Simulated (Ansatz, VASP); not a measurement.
# Si3Ge in VASP and in Ansatz

```
Si Ge
1.0
     3.88810    0.00000    0.00000
     0.00000    3.88810    0.00000
     0.00000    0.00000    5.48368
Si Ge
3 1
Cartesian
  1.9440 0.0000 4.1395
  1.9440 1.9440 0.0000
  0.0000 1.9440 1.3442
  0.0000 0.0000 2.7418
```

Alike in both runs: task single point; functional HSE06; k mesh 4 × 4 × 4; no spin polarisation.

```csv
,VASP,Ansatz
version,VASP 6.6.1,Ansatz 0.2.0
potentials or method,"VASP PAW PBE potentials, release 64 (Si, Ge_d)","plane waves, PAW"
plane-wave cutoff (eV),520,420
occupations,"gaussian, width 0.01 eV",fixed
valence electrons in the cell,26,26
```

Ansatz gave:

```
gap on the k mesh at the Fermi level (eV)       : 0.95
pressure (GPa)                                  : 0.2
largest component of the traceless stress (GPa) : 0.70
rms of the force components (eV/Å)              : 0.016
```

**Question.** Estimate VASP's values.

**Answer.** gap on the k mesh at the Fermi level (eV): 0.96; pressure (GPa): -0.1; largest component of the traceless stress (GPa): 0.69; rms of the force components (eV/Å): 0.019.

Atom by atom the forces differ by 0.003 eV/Å (rms over components). Ansatz warned: «stress_exchange_threshold_loose».

Caveats: the PAW data sets were made with another functional, which shifts forces and pressure a little (VASP). A k mesh can miss the band edges.
